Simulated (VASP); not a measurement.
**BeS: relaxation of cell and atoms with revPBE**

Crystal: BeS.

```
S Be
1.0
     0.00000    2.42500    2.42500
     2.42500    0.00000    2.42500
     2.42500    2.42500    0.00000
S Be
1 1
Cartesian
  3.6375 3.6375 3.6375
  0.0000 0.0000 0.0000
```

```yaml
Program: VASP 6.6.1
Task: relaxation of cell and atoms
Functional: revPBE
Potentials_or_basis: VASP PAW PBE potentials, release 64 (S, Be)
Cutoff: 600 eV
k_mesh: 9 × 9 × 9
Occupations: fermi-dirac, width 0.05 eV
Spin: no spin polarisation
Further_INCAR_settings: ALGO = Normal; EDIFF = 1e-06; IBRION = 2; EDIFFG = -0.02; NSW = 40; ISIF = 3
```

```
Relaxed volume                         : 14.78 Å³/atom
Relaxed cell                           : a = 3.470 Å, b = 3.470 Å, c = 3.470 Å, α = 60.00°, β = 60.00°, γ = 60.00°
Space group after relaxing (to 0.05 Å) : F-43m (No. 216)
Energy gained by relaxing              : 5.3 meV/atom
Ionic steps                            : 3
Pressure after relaxing                : 0.0 GPa
Band gap on the k mesh                 : 3.36 eV, indirect (least direct gap 5.70 eV)
```

Step by step:
| step | energy change (eV) | largest force (eV/Å) | pressure (GPa) | volume (Å³) |
| --- | --- | --- | --- | --- |
| 1 | 0.0000 | 0.0000 | 3.41 | 28.52 |
| 2 | -0.0102 | 0.0000 | -0.70 | 29.79 |
| 3 | -0.0107 | 0.0000 | 0.02 | 29.55 |

Final structure:
```
S Be
1.0
     0.00000    2.45395    2.45395
     2.45395    0.00000    2.45395
     2.45395    2.45395    0.00000
S Be
1 1
Direct
  0.75000 0.75000 0.75000
  0.00000 0.00000 0.00000
```

Levels at points of the mesh, in eV from the valence-band top:
```tsv
k point	band 2	band 3	band 4	band 5	band 6	band 7
(0.00, 0.00, 0.00)	0.00	0.00	0.00	5.70	5.73	5.73
```

Wall time 12 s on 1 thread of Intel(R) Xeon(R) Platinum 8488C (Sapphire Rapids), with other jobs on the host, peak memory 0.15 GiB.

Caveat: the PAW data sets were made with another functional, which shifts forces and pressure a little; an odd mesh through Γ misses points on the zone boundary, where band edges often lie. revPBE gives volumes clearly too large for solids.
